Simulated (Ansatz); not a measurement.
Here is an Ansatz 0.2.0 calculation.

Contents of input.yaml:

```yaml
crystal:
  lattice:
    - [-1.8713408863, 1.8713408863, 1.8713408863]
    - [1.8713408863, -1.8713408863, 1.8713408863]
    - [1.8713408863, 1.8713408863, -1.8713408863]
  atoms:
    - { symbol: Sb, position: [0.0, 0.0, 0.0] }
hamiltonian:
  xc: pbe
  pseudopotentials: { kind: paw }
kpoints:
  mp_grid: { grid: [10, 10, 10] }
scf:
  occupations: { method: gaussian, width: 0.027 }
output:
  forces: true
  stress: true
  eigenvalues: true
```

Potentials or basis: Ansatz PAW.

Command:

```console
$ ansatz run input.yaml --threads 2 --pin off --max-ram 5632MiB --backend cpu --events-out ev --progress --plain --runs-dir out
```

Question: What does it give for the pressure?

Answer: 3.2 GPa.

Question: What does it give for the band gap on the k mesh?

Answer: None (metal or under the smearing width).

The run has no spin-orbit coupling, so splittings on Sb are missing.
